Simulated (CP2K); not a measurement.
TiO2:

```
Ti O
1.0
     4.59984    0.00000    0.00000
     0.00000    4.59984    0.00000
     0.00000    0.00000    2.95921
Ti O
2 4
Cartesian
  0.0000 0.0000 1.4796
  2.2999 2.2999 0.0000
  1.3998 1.3998 1.4796
  0.9001 3.6997 0.0000
  3.6997 0.9001 0.0000
  3.2000 3.2000 1.4796
```

The cell is a database's computed one.

Base run:

| Property | Result |
| --- | --- |
| Program | CP2K 2026.2 |
| Functional | PBEsol |
| Potentials or basis | POTENTIAL_UZH Ti GTH-PBE-q12, O GTH-PBE-q6; TZVP-MOLOPT-PBE-GTH basis |
| Density cutoff | 8163 eV |
| k mesh | 6 × 6 × 9 |
| Occupations | fermi-dirac, width 0.05 eV |
| Spin | no spin polarisation |

Its results: band gap on the k mesh 1.77 eV, direct; pressure -1.1 GPa; largest force 0.114 eV/Å.

**Question.** The run is repeated on the same cell with these changes: functional from PBEsol to RPBE. What comes out?

**Answer.** Band gap on the k mesh 1.83 eV, direct; pressure 9.5 GPa; largest force 0.115 eV/Å.

RPBE binds less tightly than PBEsol, so the same cell stands under more pressure.

Caveats: the potentials were made for another functional, which shifts forces and pressure; the basis of atomic orbitals isn't converged, which shifts pressures, moduli and gaps.

Not every run made on this cell is shown here.
